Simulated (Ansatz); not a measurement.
Crystal: Ga.

```
Ga
1.0
     2.77842    0.00000    0.00000
     0.00000    3.28161    0.00000
    -1.34343    0.00000    3.99027
Ga
2
Direct
  0.13460 0.75000 0.77017
  0.86540 0.25000 0.22983
```

This isn't the form of Ga at room conditions, which is orthorhombic.

* Program: Ansatz 0.2.0
* Task: relaxation of cell and atoms
* Functional: PBE
* Dispersion: D4
* Potentials or basis: all-electron LAPW, scalar-relativistic
* Basis error allowed: 0.001 eV/atom
* k mesh: 10 × 8 × 7
* Occupations: fermi-dirac, width 0.05 eV
* Spin: no spin polarisation

At the start: volume 18.19 Å³/atom.

Question: Where does the relaxation end?

Answer: Over 8 steps the energy falls by 4.6 meV/atom and the volume is 17.85 Å³/atom (-1.9 %); space group P2_1/m (No. 11, to 0.05 Å).

Step by step:
| step | energy change (eV) | largest force (eV/Å) | volume (Å³) |
| --- | --- | --- | --- |
| 1 | 0.0000 | 0.0863 | 36.38 |
| 2 | -0.0074 | 0.0187 | 35.62 |
| 3 | -0.0081 | 0.0080 | 35.72 |
| 4 | -0.0089 | 0.0043 | 35.79 |
| 5 | -0.0090 | 0.0107 | 35.77 |
| 6 | -0.0091 | 0.0041 | 35.72 |
| 7 | -0.0091 | 0.0018 | 35.71 |
| 8 | -0.0091 | 0.0018 | 35.71 |

Final structure:
```yaml
crystal:
  lattice:
    - [2.76476, 0.00000, -0.03772]
    - [0.00000, 3.17386, 0.00000]
    - [-1.39100, 0.00000, 4.08794]
  atoms:
    - { symbol: Ga, position: [0.12577, 0.75000, 0.76756] }
    - { symbol: Ga, position: [0.87423, 0.25000, 0.23244] }
```
